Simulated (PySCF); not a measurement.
Run record: excited-state job, gamma-butyrolactone (`C1OC(=O)CC1`).

Method: TDDFT CAM-B3LYP/aug-cc-pVTZ, vertical, gas phase, core orbitals frozen in the response (PySCF 2.14.0, density-fitted response routines). Geometry: PBE0-D3(BJ)/def2-TZVP. A driver script takes a list of jobs; this job's settings line and coordinates (Å) are shown.

Command:
```bash
OMP_NUM_THREADS=2 python probes_run.py task.json out
```

Input:
```
{"job": {"kind": "uv", "xc": "CAM-B3LYP", "basis": "aug-cc-pVTZ", "ip": false, "dynamic": false}, "charge": 0, "multiplicity": 1}
O     -1.617866     1.910274     0.446073
C     -0.741450     1.114321     0.306163
C     -0.825089    -0.397186     0.339555
C      0.487775    -0.841083    -0.282784
C      1.397129     0.339101     0.038089
O      0.542077     1.481951     0.090076
H     -0.913823    -0.701508     1.386969
H     -1.722274    -0.731174    -0.177415
H      0.378187    -0.948315    -1.363898
H      0.874198    -1.779551     0.114095
H      2.160547     0.527150    -0.715796
H      1.883723     0.226564     1.012453
```

Output:
```
coarse grid: 10240 points
cycle   1  E = -306.3122294143  dE =  1.220e+00  |g| = 9.704e-01  |ddm| = 7.647e+00
cycle   2  E = -306.0935212121  dE =  2.187e-01  |g| = 1.525e+00  |ddm| = 2.731e+00
cycle   3  E = -306.4817103647  dE = -3.882e-01  |g| = 1.576e-01  |ddm| = 1.611e+00
cycle   4  E = -306.4850489861  dE = -3.339e-03  |g| = 8.647e-02  |ddm| = 2.659e-01
cycle   5  E = -306.4862203694  dE = -1.171e-03  |g| = 1.497e-02  |ddm| = 1.035e-01
cycle   6  E = -306.4862670034  dE = -4.663e-05  |g| = 5.008e-03  |ddm| = 3.089e-02
cycle   7  E = -306.4862727985  dE = -5.795e-06  |g| = 8.351e-04  |ddm| = 8.296e-03
final grid: 99480 points
cycle   8  E = -306.4776001530  dE = -6.956e-05  |g| = 4.602e-03  |ddm| = 3.587e-01
cycle   9  E = -306.4775991800  dE =  9.730e-07  |g| = 5.300e-03  |ddm| = 2.498e-02
cycle  10  E = -306.4776045769  dE = -5.397e-06  |g| = 8.742e-04  |ddm| = 7.298e-03
cycle  11  E = -306.4776046771  dE = -1.002e-07  |g| = 4.047e-04  |ddm| = 1.571e-03
cycle  12  E = -306.4776047034  dE = -2.634e-08  |g| = 1.182e-04  |ddm| = 6.768e-04
cycle  13  E = -306.4776047059  dE = -2.438e-09  |g| = 3.011e-05  |ddm| = 1.652e-04
cycle  14  E = -306.4776047061  dE = -2.088e-10  |g| = 6.782e-06  |ddm| = 5.330e-05
converged SCF energy = -306.4776047061

Static polarisability (au): isotropic 52.125, principal 42.597 51.403 62.375

Singlet excitations
state   eV       nm        f      main configurations
  1   5.8273    212.8   0.00039   H->L+6 0.59, H->L+4 0.27
  2   7.0812    175.1   0.01140   H->L 0.63, H->L+3 0.17, H->L+2 0.09
  3   7.6645    161.8   0.01043   H-1->L 0.70, H-1->L+3 0.12
  4   7.7512    160.0   0.00040   H->L+1 0.82
  5   7.8120    158.7   0.01284   H->L+2 0.37, H->L 0.25, H->L+3 0.17
  6   7.9486    156.0   0.10459   H-1->L+6 0.33, H-1->L+4 0.18, H-1->L+1 0.14
  7   8.0560    153.9   0.01363   H->L+2 0.33, H->L+3 0.29, H-1->L+1 0.08
  8   8.3172    149.1   0.00007   H-1->L+2 0.45, H-1->L+3 0.19
  9   8.3935    147.7   0.05649   H-1->L+1 0.57, H-1->L+4 0.12
 10   8.5689    144.7   0.00615   H-1->L+3 0.34, H-1->L+2 0.30, H-1->L 0.10

Triplet excitations (Tamm-Dancoff, eV): 5.3358 6.0490 7.0078 7.5632
```

The SCF starts on a coarse grid where the log names one; the energy can jump when the final grid takes over, and dE then counts from the start density on the new grid. H and L stand for HOMO and LUMO; the number after each pair is its weight.

Q: How does the lowest singlet excitation compare with the HOMO–LUMO gap?

A: HOMO -9.35 eV and LUMO 0.04 eV give a gap of 9.39 eV; S1 at 5.83 eV lies 3.56 eV below it.

Q: Give the mean polarisability as a volume in Å³, and the ratio of the largest to the smallest principal value.

A: 52.125 au × 0.148185 = 7.72 Å³; 62.375/42.597 = 1.46.

In short: HOMO -9.35 eV, LUMO 0.04 eV; lowest singlet 5.83 eV; lowest triplet 5.34 eV (Tamm–Dancoff); mean polarisability 52.1 au.

The structure is a single PBE0-D3(BJ)/def2-TZVP conformer in the gas phase; no vibrational or solvent corrections.

The run took 37 s wall, 84 s CPU on Intel Xeon 6975P-C, 2 threads, shared host, and the process peaked at 2.1 GiB of memory.
Labels such as C1 count atoms from 1, the log's own numbers from 0.
